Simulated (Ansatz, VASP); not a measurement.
**Two plane-wave programs on B3As2**

```
B As
1.0
     4.12950    0.00000    0.00000
     0.00000    4.12950    0.00000
     0.00000    0.00000    4.12950
B As
3 2
Direct
  0.50000 0.00000 0.00000
  0.00000 0.50000 0.00000
  0.00000 0.00000 0.50000
  0.50000 0.50000 0.50000
  0.00000 0.00000 0.00000
```

Change from the starting cell: species swapped into the Tl2F3 type (Pm-3m, No. 221).

Alike in both runs: functional PBE; k mesh 10 × 10 × 10; occupations gaussian, width 0.1 eV; no spin polarisation.

Ansatz relaxed the structure, and its values are those at the end. VASP's run is a single point on that final structure, the one shown.

|  | VASP | Ansatz |
| --- | --- | --- |
| version | VASP 6.6.1 | Ansatz 0.2.0 |
| potentials or method | VASP PAW PBE potentials, release 64 (B, As) | scalar-relativistic, plane waves, PAW |
| plane-wave cutoff (eV) | 520 | 420 |
| valence electrons in the cell | 19 | 39 |

```csv
,VASP,Ansatz,Ansatz less VASP
gap on the k mesh at the Fermi level (eV),none,none,-
pressure (GPa),0.5,0.0,-0.47
```

A gap of «none» marks a metal or a gap that the smearing closes. The two sets of potentials don't hold the same shells in valence.
